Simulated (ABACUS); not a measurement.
# Ni: relaxation of cell and atoms with r2SCAN

Ni:

```xyz
2
Lattice="2.4480 0.0000 0.0000 -1.2240 2.1201 0.0000 0.0000 0.0000 4.0728" Properties=species:S:1:pos:R:3 pbc="T T T"
Ni    1.2240    0.7067    3.0546
Ni    0.0000    1.4134    1.0182
```

This isn't the form of Ni at room conditions, which is fcc.

```
Program                                       : ABACUS 3.10.1
Task                                          : relaxation of cell and atoms
Functional                                    : r2SCAN
Potentials or basis                           : SG15 ONCV 1.2 PBE
Cutoff                                        : 1333 eV
Density cutoff                                : 5333 eV
Basis                                         : plane waves
k mesh                                        : 8 × 8 × 5
Occupations                                   : fermi-dirac, width 0.05 eV
Spin                                          : collinear spin, ferromagnetic start
Starting moments                              : [1.0, 1.0] μB
Radial cutoff of the potentials (pseudo_rcut) : 7 bohr
Max steps of the relaxation                   : 60
Force threshold                               : 0.02 eV/Å
Optimiser                                     : cg
Stress threshold                              : 1 kbar
Held in the relaxation                        : shape
SCF threshold on the density                  : 1e-08
Max SCF steps                                 : 100
Eigensolver                                   : dav
Mixing                                        : broyden
Mixing share                                  : 0.4
Symmetry key                                  : 1
```

```json
{"Relaxed volume": "10.55 Å³/atom", "Relaxed cell": "a = 2.446 Å, b = 2.446 Å, c = 4.070 Å, α = 90.00°, β = 90.00°, γ = 120.00°", "Space group after relaxing (to 0.05 Å)": "P6_3/mmc (No. 194)", "Energy gained by relaxing": "0.0 meV/atom", "Ionic steps": "3", "Pressure after relaxing": "-0.1 GPa", "Band gap on the k mesh": "none (metal or under the smearing width)", "Net moment": "1.41 μB per cell", "Absolute moment": "1.72 μB per cell"}
```

Stress tensor (GPa, compression positive):
```
 0.62  0.00  0.00
 0.00  0.62  0.00
 0.00  0.00 -1.40
```

Final structure:
```yaml
crystal:
  lattice:
    - [2.44625, 0.00000, 0.00000]
    - [-1.22313, 2.11852, 0.00000]
    - [0.00000, 0.00000, 4.06986]
  atoms:
    - { symbol: Ni, position: [0.66667, 0.33333, 0.75000] }
    - { symbol: Ni, position: [0.33333, 0.66667, 0.25000] }
```

Levels at points of the mesh, in eV from the Fermi level:
Spin up:
```tsv
k point	band 15	band 16	band 17	band 18	band 19	band 20	band 21	band 22	band 23
(0.00, 0.00, 0.00)	-2.63	-2.06	-2.06	-1.11	-1.11	-0.49	5.73	24.11	26.55
(0.50, 0.50, 0.00)	-2.62	-1.04	-0.95	-0.92	1.08	3.21	9.90	10.53	12.96
```
Spin down:
| k point | band 14 | band 15 | band 16 | band 17 | band 18 | band 19 | band 20 | band 21 |
| --- | --- | --- | --- | --- | --- | --- | --- | --- |
| (0.00, 0.00, 0.00) | -1.48 | -1.48 | -1.05 | -1.05 | -0.75 | -0.04 | -0.04 | 6.34 |
| (0.50, 0.50, 0.00) | -1.90 | -1.44 | 0.14 | 0.23 | 0.36 | 1.79 | 3.72 | 9.96 |

Wall time 5.4 min on 4 MPI ranks on Intel(R) Xeon(R) Platinum 8259CL CPU @ 2.50GHz (Skylake/Cascade Lake), on a shared host, peak memory 0.4 GiB a rank.

Caveat: the k mesh is coarse (spacing up to 0.37 Å⁻¹), so the values aren't converged; the shape was held while the volume relaxed; the potentials were made for another functional, which shifts forces and pressure.
